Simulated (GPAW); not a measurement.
CdS (Greenockite):

```
Cd S
1.0
     4.15000    0.00000    0.00000
    -2.07500    3.59401    0.00000
     0.00000    0.00000    6.73700
Cd S
2 2
Direct
  0.66667 0.33333 0.50000
  0.33333 0.66667 0.00000
  0.66667 0.33333 0.87500
  0.33333 0.66667 0.37500
```

Base run:

| Property | Result |
| --- | --- |
| Program | GPAW 26.7.0 |
| Functional | LDA |
| Potentials or basis | the program's PAW data sets (release 1.2.1) made for this functional |
| Cutoff | 600 eV |
| Basis | pw |
| k mesh | 6 × 6 × 3 |
| Occupations | fermi-dirac, width 0.05 eV |
| Spin | no spin polarisation |

Its results: band gap on the k mesh 0.89 eV, direct.

Q: The run is repeated on the same cell with these changes: functional from LDA to GLLB-SC. What comes out?

A: Band gap on the k mesh with the derivative discontinuity 2.44 eV.

Caveats: the GLLB-SC gap is the Kohn-Sham gap of the path plus the derivative discontinuity (some runs); a model potential gives levels but no total energy (some runs).
